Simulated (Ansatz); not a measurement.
Input of an Ansatz 0.2.0 run:

input.yaml

```yaml
crystal:
  lattice:
    - [0.108701, 3.207936, 3.283071]
    - [3.299973, 0.084639, 3.307133]
    - [3.312972, 3.244997, 0.07164]
  atoms:
    - { symbol: Pb, position: [0.0, 0.0, 0.0] }
    - { symbol: Te, position: [0.5, 0.5, 0.5] }
hamiltonian:
  xc: { exchange: rpw86, correlation: pbe }
  pseudopotentials: { kind: paw, core: large }
  dispersion: d3bj
magnetization:
  spin_polarized: true
kpoints:
  mp_grid: { grid: [6, 6, 6] }
  band_path:
    path:
      - [[-0.5, -0.5, -0.5], [0.0, 0.0, 0.0], [0.0, 0.0, 0.5]]
      - [[-0.5, -0.5, 0.0], [0.0, 0.0, 0.0], [0.0, 0.5, 0.0]]
      - [[-0.5, 0.0, -0.5], [0.0, 0.0, 0.0], [0.0, 0.5, 0.5]]
      - [[-0.5, 0.0, 0.0], [0.0, 0.0, 0.0]]
    npoints: 14
scf:
  occupations: { method: fermi_dirac, width: 0.05 }
  n_extra_bands: 6
output:
  forces: true
  stress: true
  eigenvalues: true
  fatbands: false
  write_density: true
  write_potential: true
  elf: true
  volumetric_format: npy
```

Potentials or basis: Ansatz PAW large core.

The run is started by

```console
$ ansatz run input.yaml --threads 1 --pin off --max-ram 2560MiB --backend cpu --events-out ev --progress --plain --runs-dir out
```

(1) Estimate the pressure.

(2) What does it give for the band gap along the path?

Results:

(1) 2.8 GPa.

(2) 0.35 eV, indirect (least direct gap 0.59 eV).

Caveat: spin-orbit coupling is left out, which as a rule narrows the gap of such compounds by several tenths of an eV; this set keeps more shells in the core, which shifts pressures and gaps; the PAW data sets come from PBE, with cores solved anew for the run's functional, which leaves a small shift of forces and pressure.
